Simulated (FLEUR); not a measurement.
# InPd (Pm-3m) in FLEUR: a series of runs

The runs below take InPd through band structure, equation of state, with r2SCAN.

All numbers are computed with FLEUR MaX-R8.1 (later development tree); they aren't measurements. Logs are shortened: lines on timing, memory, paths and dates and some standing lists are left out, and cuts for length are marked.

**1. The crystal as given**

The structure is cubic, space group Pm-3m (No. 221). Conventional cell: a = 3.272 Å, b = 3.272 Å, c = 3.272 Å, α = 90.00°, β = 90.00°, γ = 90.00°. In (site symmetry m-3m) is surrounded by 8 Pd at 2.83 Å. Around Pd (site symmetry m-3m) lie 8 In at 2.83 Å.

The cell comes from a database or a generator and needn't be the stable form of this composition.

**2. Band structure, r2SCAN**

File inp.xml:

```xml
<?xml version="1.0" encoding="UTF-8" standalone="no"?>
<fleurInput fleurInputVersion="0.39">
   <comment>
      InPd                                                                                                
   </comment>
   <calculationSetup>
      <cutoffs Kmax="4.17" Gmax="12.9" GmaxXC="12.9" numbands="0"/>
      <scfLoop itmax="80" minDistance="0.0001" maxIterBroyd="30" imix="Anderson" alpha="0.05" precondParam="0.0" spinf="2.0" sdNocoIR="T"/>
      <coreElectrons ctail="F" frcor="F" kcrel="0" coretail_lmax="0"/>
      <xcFunctional name="LibXC" relativisticCorrections="F">
         <LibXCName exchange="mgga_x_r2scan" correlation="mgga_c_r2scan"/>
         <AuxGGA exchange="117" correlation="130"/>
      </xcFunctional>
      <magnetism jspins="1"/>
      <soc l_soc="F" theta="0.0" phi="0.0" spav="F"/>
      <expertModes spex="0" secvar="F"/>
      <geometryOptimization l_f="F" forcealpha="1.0" forcemix="BFGS" epsdisp="0.00001" epsforce="0.00001"/>
      <ldaU l_linMix="F" mixParam="0.05" spinf="1.0"/>
   </calculationSetup>
   <cell>
      <bzIntegration valenceElectrons="39.0" mode="hist" fermiSmearingEnergy="0.00183747">
         <kPointListSelection listName="default-1"/>
         <!-- k-points included here -->
         <xi:include xmlns:xi="http://www.w3.org/2001/XInclude" href="kpts.xml"> </xi:include>
      </bzIntegration>
[... 36 lines left out ...]
         </electronConfig>
         <energyParameters s="5" p="5" d="4" f="4"/>
         <lo type="SCLO" l="0" n="4" eDeriv="0"/>
         <lo type="SCLO" l="1" n="4" eDeriv="0"/>
         <lo type="SCLO" l="1" n="4" eDeriv="1"/>
         <lo type="SCLO" l="2" n="4" eDeriv="2"/>
         <lo type="SCLO" l="3" n="4" eDeriv="2"/>
      </species>
   </atomSpecies>
   <atomGroups>
      <atomGroup species="Indium (In)">
         <relPos label="                   1">.0000000000 .0000000000 .0000000000</relPos>
         <force calculate="T" relaxXYZ="TTT"/>
      </atomGroup>
      <atomGroup species="Palladium (Pd)">
         <relPos label="                   2">1.000/2.000 1.000/2.000 1.000/2.000</relPos>
         <force calculate="T" relaxXYZ="TTT"/>
      </atomGroup>
   </atomGroups>
   <output dos="F" band="F" slice="F">
      <checks vchk="F" cdinf="F"/>
      <bandDOS minEnergy="-.5*Htr" maxEnergy="0.5*Htr" sigma="0.015" storeEVData="T"/>
      <vacuumDOS vacdos="F" integ="F" star="F" nstars="0" locx1="0.0" locy1="0.0" locx2="0.0" locy2="0.0" nstm="0" tworkf="0.0"/>
      <unfoldingBand unfoldBand="F" supercellX="1" supercellY="1" supercellZ="1"/>
      <plotting iplot="0" polar="F">
         <plot TwoD="T" vec1="  1.0  0.0  0.0" vec2="  0.0  1.0  0.0" vec3="  0.0  0.0  1.0" zero="  0.0  0.0  0.0" file="plot"/>
      </plotting>
      <chargeDensitySlicing numkpt="0" minEigenval="0.0" maxEigenval="0.0" nnne="0" pallst="F"/>
      <specialOutput eonly="F"/>
      <moessbauerParams electricFieldGradient="T" isomerShift="T" coreHyperfine="T" valenceHyperfine="T"/>
      <magneticCircularDichroism mcd="F" energyLo="-10.0" energyUp="0.0"/>
   </output>
  <!-- We include the file relax.xml here to enable relaxations (see documentation) -->
  <xi:include xmlns:xi="http://www.w3.org/2001/XInclude" href="relax.xml"> <xi:fallback/> </xi:include>
</fleurInput>
```

File crystal.txt:

```
InPd
&input cartesian=F /
3.2718847800  0.0000000000  0.0000000000
0.0000000000  3.2718847800  0.0000000000
0.0000000000  0.0000000000  3.2718847800
1.8897261246
1.0 1.0 1.0

2
49 0.0000000000  0.0000000000  0.0000000000
46 0.5000000000  0.5000000000  0.5000000000

&kpt div1=8 div2=8 div3=8 gamma=T /
```

File inp.xml (bands):

```
<?xml version="1.0" encoding="UTF-8" standalone="no"?>
<fleurInput fleurInputVersion="0.39">
   <comment>
      InPd                                                                                                
   </comment>
   <calculationSetup>
      <cutoffs Kmax="4.17" Gmax="12.9" GmaxXC="12.9" numbands="0"/>
      <scfLoop itmax="80" minDistance="0.0001" maxIterBroyd="30" imix="Anderson" alpha="0.05" precondParam="0.0" spinf="2.0" sdNocoIR="T"/>
      <coreElectrons ctail="F" frcor="F" kcrel="0" coretail_lmax="0"/>
      <xcFunctional name="LibXC" relativisticCorrections="F">
         <LibXCName exchange="mgga_x_r2scan" correlation="mgga_c_r2scan"/>
         <AuxGGA exchange="117" correlation="130"/>
      </xcFunctional>
      <magnetism jspins="1"/>
      <soc l_soc="F" theta="0.0" phi="0.0" spav="F"/>
      <expertModes spex="0" secvar="F"/>
      <geometryOptimization l_f="F" forcealpha="1.0" forcemix="BFGS" epsdisp="0.00001" epsforce="0.00001"/>
      <ldaU l_linMix="F" mixParam="0.05" spinf="1.0"/>
   </calculationSetup>
   <cell>
      <bzIntegration valenceElectrons="39.0" mode="hist" fermiSmearingEnergy="0.00183747">
         <kPointListSelection listName="path-1"/>
         <!-- k-points included here -->
         <xi:include xmlns:xi="http://www.w3.org/2001/XInclude" href="kpts.xml"> </xi:include>
      </bzIntegration>
      <!-- symmetry operations included here -->
[... 35 lines left out ...]
         </electronConfig>
         <energyParameters s="5" p="5" d="4" f="4"/>
         <lo type="SCLO" l="0" n="4" eDeriv="0"/>
         <lo type="SCLO" l="1" n="4" eDeriv="0"/>
         <lo type="SCLO" l="1" n="4" eDeriv="1"/>
         <lo type="SCLO" l="2" n="4" eDeriv="2"/>
         <lo type="SCLO" l="3" n="4" eDeriv="2"/>
      </species>
   </atomSpecies>
   <atomGroups>
      <atomGroup species="Indium (In)">
         <relPos label="                   1">.0000000000 .0000000000 .0000000000</relPos>
         <force calculate="T" relaxXYZ="TTT"/>
      </atomGroup>
      <atomGroup species="Palladium (Pd)">
         <relPos label="                   2">1.000/2.000 1.000/2.000 1.000/2.000</relPos>
         <force calculate="T" relaxXYZ="TTT"/>
      </atomGroup>
   </atomGroups>
   <output dos="F" band="T" slice="F">
      <checks vchk="F" cdinf="F"/>
      <bandDOS minEnergy="-.5*Htr" maxEnergy="0.5*Htr" sigma="0.015" storeEVData="T"/>
      <vacuumDOS vacdos="F" integ="F" star="F" nstars="0" locx1="0.0" locy1="0.0" locx2="0.0" locy2="0.0" nstm="0" tworkf="0.0"/>
      <unfoldingBand unfoldBand="F" supercellX="1" supercellY="1" supercellZ="1"/>
      <plotting iplot="0" polar="F">
         <plot TwoD="T" vec1="  1.0  0.0  0.0" vec2="  0.0  1.0  0.0" vec3="  0.0  0.0  1.0" zero="  0.0  0.0  0.0" file="plot"/>
      </plotting>
      <chargeDensitySlicing numkpt="0" minEigenval="0.0" maxEigenval="0.0" nnne="0" pallst="F"/>
      <specialOutput eonly="F"/>
      <moessbauerParams electricFieldGradient="T" isomerShift="T" coreHyperfine="T" valenceHyperfine="T"/>
      <magneticCircularDichroism mcd="F" energyLo="-10.0" energyUp="0.0"/>
   </output>
  <!-- We include the file relax.xml here to enable relaxations (see documentation) -->
  <xi:include xmlns:xi="http://www.w3.org/2001/XInclude" href="relax.xml"> <xi:fallback/> </xi:include>
</fleurInput>
```

Potentials or basis: all-electron, FLAPW.

On the command line:

```sh
$ inpgen -f crystal.txt -profile fastHighL
$ # inp.xml edited to the form shown
$ fleur_MPI
$ fleur_MPI   # second run, on inp.xml (bands)
```

The program printed:

```text
Welcome to FLEUR        (www.flapw.de)
      MaX-Release 8.1          (www.max-centre.eu)
 func_ids         498         497         498         497
 MetaGGA potential functional detected - V_tau will be computed
 Auxiliary Potential for radial basis: exchange=         117  correlation=         130
The functional 'Re-regularized SCAN exchange by Furness et al' is an exchange functional, it belongs to the 'MGGA' family and is defined in the reference(s):
[1] J. W. Furness, A. D. Kaplan, J. Ning, J. P. Perdew, and J. Sun.,  J. Phys. Chem. Lett. 11, 8208-8215 (2020)
[2] J. W. Furness, A. D. Kaplan, J. Ning, J. P. Perdew, and J. Sun.,  J. Phys. Chem. Lett. 11, 9248-9248 (2020)
The functional 'Re-regularized SCAN correlation by Furness et al' is a correlation functional, it belongs to the 'MGGA' family and is defined in the reference(s):
[1] J. W. Furness, A. D. Kaplan, J. Ning, J. P. Perdew, and J. Sun.,  J. Phys. Chem. Lett. 11, 8208-8215 (2020)
[2] J. W. Furness, A. D. Kaplan, J. Ning, J. P. Perdew, and J. Sun.,  J. Phys. Chem. Lett. 11, 9248-9248 (2020)
 Using same functional for VXC and EXC

 ========== k-point set info ==========
 Selected k-point list: default-1
 k-point list type: mesh
 8 x 8 x 8
 Number of k points: 35

 ------------Calculation Setup---------------------------
 Number of MPI-tasks      :            1
 Number of PE/node        :            1
 Number of OMP-threads    :            1
 Most efficient MPI parallelization for:
           1           5           7          35
 Additional eigenvalue parallelization possible
 Number of basis functions:          374
 Approximate size of matrices (H+S) per k-point:         0.002 GB
 --------------------------------------------------------
The functional 'Hammer, Hansen, and Norskov' is an exchange functional, it belongs to the 'GGA' family and is defined in the reference(s):
[1] B. Hammer, L. B. Hansen, and J. K. Nørskov.,  Phys. Rev. B 59, 7413 (1999)
The functional 'Perdew, Burke & Ernzerhof' is a correlation functional, it belongs to the 'GGA' family and is defined in the reference(s):
[1] J. P. Perdew, K. Burke, and M. Ernzerhof.,  Phys. Rev. Lett. 77, 3865 (1996)
[2] J. P. Perdew, K. Burke, and M. Ernzerhof.,  Phys. Rev. Lett. 78, 1396 (1997)
 Using same functional for VXC and EXC
 Using auxiliary GGA potential for the first iteration of MetaGGA calculation.
 Reset of history
 Reset of history
 Iteration:     1   Distance:      29.65467368 me/bohr^3
The functional 'Hammer, Hansen, and Norskov' is an exchange functional, it belongs to the 'GGA' family and is defined in the reference(s):
[1] B. Hammer, L. B. Hansen, and J. K. Nørskov.,  Phys. Rev. B 59, 7413 (1999)
The functional 'Perdew, Burke & Ernzerhof' is a correlation functional, it belongs to the 'GGA' family and is defined in the reference(s):
[1] J. P. Perdew, K. Burke, and M. Ernzerhof.,  Phys. Rev. Lett. 77, 3865 (1996)
[2] J. P. Perdew, K. Burke, and M. Ernzerhof.,  Phys. Rev. Lett. 78, 1396 (1997)
 Using same functional for VXC and EXC
 Iteration:     2   Distance:      27.93703796 me/bohr^3
The functional 'Hammer, Hansen, and Norskov' is an exchange functional, it belongs to the 'GGA' family and is defined in the reference(s):
[1] B. Hammer, L. B. Hansen, and J. K. Nørskov.,  Phys. Rev. B 59, 7413 (1999)
The functional 'Perdew, Burke & Ernzerhof' is a correlation functional, it belongs to the 'GGA' family and is defined in the reference(s):
[1] J. P. Perdew, K. Burke, and M. Ernzerhof.,  Phys. Rev. Lett. 77, 3865 (1996)
[2] J. P. Perdew, K. Burke, and M. Ernzerhof.,  Phys. Rev. Lett. 78, 1396 (1997)
 Using same functional for VXC and EXC
 Iteration:     3   Distance:      26.52417470 me/bohr^3
The functional 'Hammer, Hansen, and Norskov' is an exchange functional, it belongs to the 'GGA' family and is defined in the reference(s):
[1] B. Hammer, L. B. Hansen, and J. K. Nørskov.,  Phys. Rev. B 59, 7413 (1999)
The functional 'Perdew, Burke & Ernzerhof' is a correlation functional, it belongs to the 'GGA' family and is defined in the reference(s):
[1] J. P. Perdew, K. Burke, and M. Ernzerhof.,  Phys. Rev. Lett. 77, 3865 (1996)
[2] J. P. Perdew, K. Burke, and M. Ernzerhof.,  Phys. Rev. Lett. 78, 1396 (1997)
 Using same functional for VXC and EXC
 Iteration:     4   Distance:       3.95341110 me/bohr^3
The functional 'Hammer, Hansen, and Norskov' is an exchange functional, it belongs to the 'GGA' family and is defined in the reference(s):
[1] B. Hammer, L. B. Hansen, and J. K. Nørskov.,  Phys. Rev. B 59, 7413 (1999)
The functional 'Perdew, Burke & Ernzerhof' is a correlation functional, it belongs to the 'GGA' family and is defined in the reference(s):
[1] J. P. Perdew, K. Burke, and M. Ernzerhof.,  Phys. Rev. Lett. 77, 3865 (1996)
[2] J. P. Perdew, K. Burke, and M. Ernzerhof.,  Phys. Rev. Lett. 78, 1396 (1997)
 Using same functional for VXC and EXC
 Iteration:     5   Distance:       1.71196101 me/bohr^3
The functional 'Hammer, Hansen, and Norskov' is an exchange functional, it belongs to the 'GGA' family and is defined in the reference(s):
[1] B. Hammer, L. B. Hansen, and J. K. Nørskov.,  Phys. Rev. B 59, 7413 (1999)
The functional 'Perdew, Burke & Ernzerhof' is a correlation functional, it belongs to the 'GGA' family and is defined in the reference(s):
[1] J. P. Perdew, K. Burke, and M. Ernzerhof.,  Phys. Rev. Lett. 77, 3865 (1996)
[2] J. P. Perdew, K. Burke, and M. Ernzerhof.,  Phys. Rev. Lett. 78, 1396 (1997)
 Using same functional for VXC and EXC
 Iteration:     6   Distance:       1.24639960 me/bohr^3
The functional 'Hammer, Hansen, and Norskov' is an exchange functional, it belongs to the 'GGA' family and is defined in the reference(s):
[1] B. Hammer, L. B. Hansen, and J. K. Nørskov.,  Phys. Rev. B 59, 7413 (1999)
The functional 'Perdew, Burke & Ernzerhof' is a correlation functional, it belongs to the 'GGA' family and is defined in the reference(s):
[1] J. P. Perdew, K. Burke, and M. Ernzerhof.,  Phys. Rev. Lett. 77, 3865 (1996)
[2] J. P. Perdew, K. Burke, and M. Ernzerhof.,  Phys. Rev. Lett. 78, 1396 (1997)
 Using same functional for VXC and EXC
[... 26 lines left out ...]
[2] J. P. Perdew, K. Burke, and M. Ernzerhof.,  Phys. Rev. Lett. 78, 1396 (1997)
 Using same functional for VXC and EXC
 Iteration:    11   Distance:       0.02546548 me/bohr^3
The functional 'Hammer, Hansen, and Norskov' is an exchange functional, it belongs to the 'GGA' family and is defined in the reference(s):
[1] B. Hammer, L. B. Hansen, and J. K. Nørskov.,  Phys. Rev. B 59, 7413 (1999)
The functional 'Perdew, Burke & Ernzerhof' is a correlation functional, it belongs to the 'GGA' family and is defined in the reference(s):
[1] J. P. Perdew, K. Burke, and M. Ernzerhof.,  Phys. Rev. Lett. 77, 3865 (1996)
[2] J. P. Perdew, K. Burke, and M. Ernzerhof.,  Phys. Rev. Lett. 78, 1396 (1997)
 Using same functional for VXC and EXC
 Iteration:    12   Distance:       0.00353830 me/bohr^3
The functional 'Hammer, Hansen, and Norskov' is an exchange functional, it belongs to the 'GGA' family and is defined in the reference(s):
[1] B. Hammer, L. B. Hansen, and J. K. Nørskov.,  Phys. Rev. B 59, 7413 (1999)
The functional 'Perdew, Burke & Ernzerhof' is a correlation functional, it belongs to the 'GGA' family and is defined in the reference(s):
[1] J. P. Perdew, K. Burke, and M. Ernzerhof.,  Phys. Rev. Lett. 77, 3865 (1996)
[2] J. P. Perdew, K. Burke, and M. Ernzerhof.,  Phys. Rev. Lett. 78, 1396 (1997)
 Using same functional for VXC and EXC
 Iteration:    13   Distance:       0.00372479 me/bohr^3
The functional 'Hammer, Hansen, and Norskov' is an exchange functional, it belongs to the 'GGA' family and is defined in the reference(s):
[1] B. Hammer, L. B. Hansen, and J. K. Nørskov.,  Phys. Rev. B 59, 7413 (1999)
The functional 'Perdew, Burke & Ernzerhof' is a correlation functional, it belongs to the 'GGA' family and is defined in the reference(s):
[1] J. P. Perdew, K. Burke, and M. Ernzerhof.,  Phys. Rev. Lett. 77, 3865 (1996)
[2] J. P. Perdew, K. Burke, and M. Ernzerhof.,  Phys. Rev. Lett. 78, 1396 (1997)
 Using same functional for VXC and EXC
 Iteration:    14   Distance:       0.00078265 me/bohr^3
The functional 'Hammer, Hansen, and Norskov' is an exchange functional, it belongs to the 'GGA' family and is defined in the reference(s):
[1] B. Hammer, L. B. Hansen, and J. K. Nørskov.,  Phys. Rev. B 59, 7413 (1999)
The functional 'Perdew, Burke & Ernzerhof' is a correlation functional, it belongs to the 'GGA' family and is defined in the reference(s):
[1] J. P. Perdew, K. Burke, and M. Ernzerhof.,  Phys. Rev. Lett. 77, 3865 (1996)
[2] J. P. Perdew, K. Burke, and M. Ernzerhof.,  Phys. Rev. Lett. 78, 1396 (1997)
 Using same functional for VXC and EXC
 Iteration:    15   Distance:       0.00006224 me/bohr^3

 ********************************************************************
 Run finished successfully
 Stop message:
   all done
 ********************************************************************
```

Wall time 38 s (1 thread of Arm Neoverse V2, shared host); peak memory 0.09 GiB.

What came out:

| Quantity | Value |
| --- | --- |
| Free energy | -297436.2782 eV |
| Band gap along the path | none (metal or under the smearing width) |
| Valence electrons inside the program's atomic spheres | In 18.80; Pd 17.25 (radii In 2.35, Pd 2.61 bohr) |

Levels at the corners of the path, in eV from the Fermi level:
```tsv
point	band 17	band 18	band 19	band 20	band 21	band 22
Γ	-2.32	-2.32	-2.32	4.61	4.61	4.61
X	-3.33	-3.33	-2.39	-1.11	10.20	10.20
M	-2.75	-2.31	-2.31	-1.74	1.70	2.72
Γ	-2.32	-2.32	-2.32	4.61	4.61	4.61
R	-1.70	-1.70	0.33	4.08	4.08	4.08
X	-3.33	-3.33	-2.39	-1.11	10.20	10.20
M	-2.75	-2.31	-2.31	-1.74	1.70	2.72
R	-1.70	-1.70	0.33	4.08	4.08	4.08
```

Core levels (eV from the Fermi level):
```csv
atom,levels
1 In,"1s1/2 -27734.6, 2s1/2 -4148.0, 2p1/2 -3867.4, 2p3/2 -3656.5, 3s1/2 -783.8, 3p1/2 -670.7, 3p3/2 -632.6, 3d3/2 -432.7, 3d5/2 -424.9"
2 Pd,"1s1/2 -24153.4, 2s1/2 -3524.9, 2p1/2 -3268.9, 2p3/2 -3109.5, 3s1/2 -634.8, 3p1/2 -533.9, 3p3/2 -506.1, 3d3/2 -327.6, 3d5/2 -322.1"
```

Caveat: the meta-GGA is that of a development version, with a GGA for the radial functions and cores and without core tails; spin-orbit coupling is left out, which moves the levels of the heavy elements.

[end of part 1 of 2]
